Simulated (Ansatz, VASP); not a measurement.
HfO2: VASP beside Ansatz

File INCAR:

```
  PREC = Accurate
  ENCUT = 520
  EDIFF = 1E-6
  ISMEAR = 0
  SIGMA = 0.05
  LREAL = False
  LASPH = True
  NELM = 100
  ALGO = Normal
  ISIF = 2
  LWAVE = False
  LCHARG = False
  GGA = PS
  NBANDS = 18
```

Contents of KPOINTS:

```
Automatic mesh
0
Gamma
  10 10 10
```

File POSCAR:

```
HfO2
1.0
    0.0000000000      2.5052914730      2.5052914730
    2.5052914730      0.0000000000      2.5052914730
    2.5052914730      2.5052914730      0.0000000000
Hf O
1 2
Direct
    0.0000000000      0.0000000000      0.0000000000
    0.2500000000      0.2500000000      0.2500000000
    0.7500000000      0.7500000000      0.7500000000
```

Input for Ansatz:

```yaml
crystal:
  lattice:
    - [0.0, 2.505291473, 2.505291473]
    - [2.505291473, 0.0, 2.505291473]
    - [2.505291473, 2.505291473, 0.0]
  atoms:
    - { symbol: Hf, position: [0.0, 0.0, 0.0] }
    - { symbol: O, position: [0.25, 0.25, 0.25] }
    - { symbol: O, position: [0.75, 0.75, 0.75] }
basis:
  ecutwfc: 500
  fft_grid_basis: typed
kpoints:
  mp_grid: { grid: [10, 10, 10] }
hamiltonian:
  xc: pbesol
  pseudopotentials: { kind: paw }
scf:
  occupations: { method: gaussian, width: 0.05 }
output:
  forces: true
  stress: true
  eigenvalues: true
  bader: true
  write_density: true
  volumetric_format: npy
  elf: true
```

Measurements of this composition are mostly on another form, of space group No. 14.

Alike in both runs: task single point; functional PBEsol; k mesh 10 × 10 × 10; occupations gaussian, width 0.05 eV; no spin polarisation.

```csv
,VASP,Ansatz
version,VASP 6.6.1,Ansatz 0.2.0
potentials or method,"VASP PAW PBE potentials, release 64 (Hf_pv, O)","scalar-relativistic, plane waves, PAW"
plane-wave cutoff (eV),520,500
valence electrons in the cell,22,38
```

|  | VASP | Ansatz | Ansatz less VASP |
| --- | --- | --- | --- |
| gap on the k mesh at the Fermi level (eV) | 3.76 | 3.73 | -0.028 |
| pressure (GPa) | 1.6 | 5.4 | +3.85 |

The functional is the same, so the differences come from potentials, cutoffs and numerics. The two sets of potentials don't hold the same shells in valence.

Caveats: the PAW data sets were made with another functional, which shifts forces and pressure a little (VASP); spin-orbit coupling is left out, which moves the levels of the heavy elements. Expect the measured gap to be larger: semilocal functionals such as PBEsol lack the derivative discontinuity. A k mesh can miss the band edges.
